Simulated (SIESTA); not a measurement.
The system is As.

```xyz
2
Lattice="1.8808 1.0859 3.5141 -1.8808 1.0859 3.5141 0.0000 -2.1718 3.5141" Properties=species:S:1:pos:R:3 pbc="T T T"
As    0.0000    0.0000    2.3825
As    0.0000    0.0000    8.1597
```

```yaml
Program: SIESTA 5.4.2
Task: single point
Functional: PBE
Potentials_or_basis: PseudoDojo 0.4 standard (PBE files)
Basis: DZP (energy shift 0.003 Ry; two zetas on semicore shells)
Grid_cutoff: 500 Ry
Energy_shift: 0.003 Ry
k_mesh: 9 × 9 × 9
Occupations: fermi-dirac, width 0.05 eV
Spin: no spin polarisation
```

On this cell: pressure 6.0 GPa; largest force 0.877 eV/Å; band gap on the k mesh none (metal or under the smearing width).

The same run follows on a disturbed copy (atoms moved at random, drawn with an rms of 0.05 Å):

```xyz
2
Lattice="1.8808 1.0859 3.5141 -1.8808 1.0859 3.5141 0.0000 -2.1718 3.5141" Properties=species:S:1:pos:R:3 pbc="T T T"
As   -0.0243   -0.0316    2.3523
As    0.0000    0.0160    8.1497
```

Q: What changes?

A: The energy (extrapolated to zero smearing) moves by +14.4 meV/atom; pressure 6.5 GPa; largest force 1.140 eV/Å; band gap on the k mesh none (metal or under the smearing width).

Forces in eV/Å, atoms in the order of the input:
```
As   0.145  0.306  1.088
As  -0.144 -0.308 -1.089
```

Stress tensor (GPa, compression positive):
```
 6.87 -0.36  0.71
-0.36  8.32  1.37
 0.71  1.37  4.44
```

Caveats: the basis of atomic orbitals isn't converged, which shifts pressures, moduli and gaps.
